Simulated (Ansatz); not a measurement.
# AlN: the cost of one run

Computed with Ansatz 0.2.0 (DFT PBE, scalar-relativistic, plane waves, PAW, unless a step's input says otherwise).

## (1) The starting structure

The structure is cubic, space group F-43m (No. 216). Conventional cell: a = 4.368 Å, b = 4.368 Å, c = 4.368 Å, α = 90.00°, β = 90.00°, γ = 90.00°. Around Al (site symmetry -43m) lie 4 N at 1.89 Å. N (site symmetry -43m) has 4 Al at 1.89 Å as nearest neighbours.

Coordinates:

```
Al N
1.0
    -4.36799    4.36799    0.00000
    -4.36799    0.00000    4.36799
     0.00000    4.36799    4.36799
Al N
8 8
Direct
  0.00000 0.00000 0.00000
  0.50000 0.00000 0.00000
  0.00000 0.50000 0.00000
  0.00000 0.00000 0.50000
  0.50000 0.50000 0.00000
  0.50000 0.00000 0.50000
  0.00000 0.50000 0.50000
  0.50000 0.50000 0.50000
  0.62500 0.62500 0.12500
  0.12500 0.62500 0.12500
  0.62500 0.12500 0.12500
  0.62500 0.62500 0.62500
  0.12500 0.12500 0.12500
  0.12500 0.62500 0.62500
  0.62500 0.12500 0.62500
  0.12500 0.12500 0.62500
```

It goes back to an entry of the Materials Project, which need not be the stable form.

The cell is taken as given, not relaxed at this level.

## (2) The perfect supercell on the trajectory's mesh

The input, input.yaml:

```yaml
crystal:
  lattice:
    - [-4.3679871192, 4.3679871192, 0.0]
    - [-4.3679871192, 0.0, 4.3679871192]
    - [0.0, 4.3679871192, 4.3679871192]
  atoms:
    - { symbol: Al, position: [0.0, 0.0, 0.0] }
    - { symbol: Al, position: [0.5, 0.0, 0.0] }
    - { symbol: Al, position: [0.0, 0.5, 0.0] }
    - { symbol: Al, position: [0.0, 0.0, 0.5] }
    - { symbol: Al, position: [0.5, 0.5, 0.0] }
    - { symbol: Al, position: [0.5, 0.0, 0.5] }
    - { symbol: Al, position: [0.0, 0.5, 0.5] }
    - { symbol: Al, position: [0.5, 0.5, 0.5] }
    - { symbol: "N", position: [0.625, 0.625, 0.125] }
    - { symbol: "N", position: [0.125, 0.625, 0.125] }
    - { symbol: "N", position: [0.625, 0.125, 0.125] }
    - { symbol: "N", position: [0.625, 0.625, 0.625] }
    - { symbol: "N", position: [0.125, 0.125, 0.125] }
    - { symbol: "N", position: [0.125, 0.625, 0.625] }
    - { symbol: "N", position: [0.625, 0.125, 0.625] }
    - { symbol: "N", position: [0.125, 0.125, 0.625] }
  symmetry: { detect: false }
basis:
  ecutwfc: 420
kpoints:
  mp_grid: { grid: [2, 2, 2], shift: [0.5, 0.5, 0.5] }
hamiltonian:
  xc: pbe
scf:
  occupations: { method: gaussian, width: 0.1 }
output:
  forces: true
  stress: true
  eigenvalues: true
```

Run with:

```bash
ansatz run input.yaml --threads 4 --pin off --max-ram 5120MiB --backend cpu --events-out ev --progress --plain --runs-dir out
```

What time and memory should one allow on 4 threads of an x86-64 CPU, shared host?

About 1.1 s, with a peak of 0.49 GiB.
